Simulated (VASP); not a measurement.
Write the native input for VASP 6.6.1 that does the following.

```yaml
Task: vibrations by finite differences
Functional: PBE
Dispersion: D3(BJ)
Potentials_or_basis: VASP PAW PBE potentials, release 64 (C)
Cutoff: 520 eV
k_mesh: 15 × 15 × 6
Occupations: gaussian, width 0.02 eV
Spin: no spin polarisation
Further_INCAR_settings: ALGO = Normal; EDIFF = 1e-08; NBANDS = 16; IBRION = 6; POTIM = 0.015; NSW = 1
```

The structure of C lies in POSCAR:

```
C
1.0
    2.4560000000      0.0000000000      0.0000000000
   -1.2280000000      2.1269583900      0.0000000000
    0.0000000000      0.0000000000      6.6960000000
C
4
Direct
    0.0000000000      0.0000000000      0.7500000000
    0.0000000000      0.0000000000      0.2500000000
    0.3333333300      0.6666666700      0.7500000000
    0.6666666700      0.3333333300      0.2500000000
```

One way to write it, as run:

INCAR

```
PREC = Accurate ; ENCUT = 520
EDIFF = 1E-8 ; ISMEAR = 0
SIGMA = 0.02 ; LREAL = F
LASPH = T ; NELM = 100
ALGO = Normal ; ISIF = 2
LWAVE = F ; LCHARG = F
GGA = PE ; IVDW = 12
NBANDS = 16 ; IBRION = 6
NFREE = 2 ; POTIM = 0.015
NSW = 1 ; KPAR = 4
```

KPOINTS

```
Automatic mesh
0
Gamma
  15 15 6
```

Potentials or basis: VASP PAW PBE potentials, release 64 (C).

Command:

```console
$ cat potpaw_PBE.64/C/POTCAR > POTCAR
$ mpirun -np 4 vasp_std > vasp.out
```

Results of the run:

```yaml
Highest_phonon_frequency_at_Γ: 1566 cm⁻¹
Most_unstable_mode: 34i cm⁻¹
Dispersion_energy_per_atom: -0.157 eV
```

Caveat: some modes are imaginary.

Wall time 3.7 min on 4 MPI ranks on Intel(R) Xeon(R) Platinum 8488C (Sapphire Rapids), on a shared host, peak memory 0.42 GiB a rank.
